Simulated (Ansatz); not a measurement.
# ZnO: the cost of one run

Method: DFT PBEsol, scalar-relativistic, plane waves, PAW, in Ansatz 0.2.0.

## 1. The structure to begin with

The structure is hexagonal, space group P6_3mc (No. 186). Conventional cell: a = 3.231 Å, b = 3.231 Å, c = 5.215 Å, α = 90.00°, β = 90.00°, γ = 120.00°. Around Zn (site symmetry 3m) lie 4 O at 1.97 to 1.98 Å. O (site symmetry 3m) has 4 Zn at 1.97 to 1.98 Å as nearest neighbours.

Coordinates:

```
Zn O
1.0
     3.23093    0.00000    0.00000
    -1.61547    2.79807    0.00000
     0.00000    0.00000    5.21537
Zn O
2 2
Direct
  0.33333 0.66667 0.00158
  0.66667 0.33333 0.50158
  0.33333 0.66667 0.38052
  0.66667 0.33333 0.88052
```

This cell was relaxed beforehand with the same method: volume 11.79 Å³/atom, gap on the mesh 0.70 eV.

## 2. What is varied

The energy is mapped over a normal mode and a strain (zone-centre modes of the cell shown) (x along [1 0 0], y along [1 2 0], z along [0 0 1] of the conventional cell).

- amplitude of mode 4 (88 cm⁻¹), largest displacement in the unstrained cell: 9 values from −0.262 to 0.262 Å
- equal normal strain along x, y and z: 7 values from −2.50 to 2.50 %

Nothing else is relaxed (the pattern is fixed in fractional coordinates). Energies count from the relaxed high-symmetry cell. Points are written as (first, second).

The modes come from a phonon run on the reference cell, made beforehand.

Displacement patterns for an amplitude of 1 (Å):

| atom | x1 | y1 | z1 |
| --- | --- | --- | --- |
| Zn1 | 1.000 | 0.000 | 0.000 |
| Zn2 | -1.000 | 0.000 | 0.000 |
| O3 | -0.831 | 0.000 | 0.000 |
| O4 | 0.831 | 0.000 | 0.000 |

## 3. Grid point (0.000 Å, −2.50 %)

Input file input.yaml:

```yaml
crystal:
  lattice:
    - [3.1501585339, 0.0, 0.0]
    - [-1.5750792669, 2.7281173164, 0.0]
    - [0.0, 0.0, 5.0849839303]
  atoms:
    - { symbol: Zn, position: [0.3333333333, 0.6666666667, 0.0015754465] }
    - { symbol: Zn, position: [0.6666666667, 0.3333333333, 0.5015754465] }
    - { symbol: O, position: [0.3333333333, 0.6666666667, 0.3805245535] }
    - { symbol: O, position: [0.6666666667, 0.3333333333, 0.8805245535] }
basis:
  ecutwfc: 520.0
kpoints:
  mp_grid: { grid: [9, 9, 6] }
hamiltonian:
  xc: pbesol
  pseudopotentials: { kind: paw, azcp: { folder: soft_1 } }
scf:
  occupations: { method: gaussian, width: 0.05 }
output:
  forces: true
  stress: true
  eigenvalues: true
  write_density: true
  write_potential: true
  elf: true
  volumetric_format: npy
```

Run with:

```console
ansatz run input.yaml --threads 1 --pin off --max-ram 2048MiB --backend cpu --events-out ev --progress --plain --runs-dir out
```

Q: Estimate wall time and peak memory on 1 thread of Intel Xeon 6975P-C (Granite Rapids), shared host.

About 4.4 s, with a peak of 0.42 GiB.
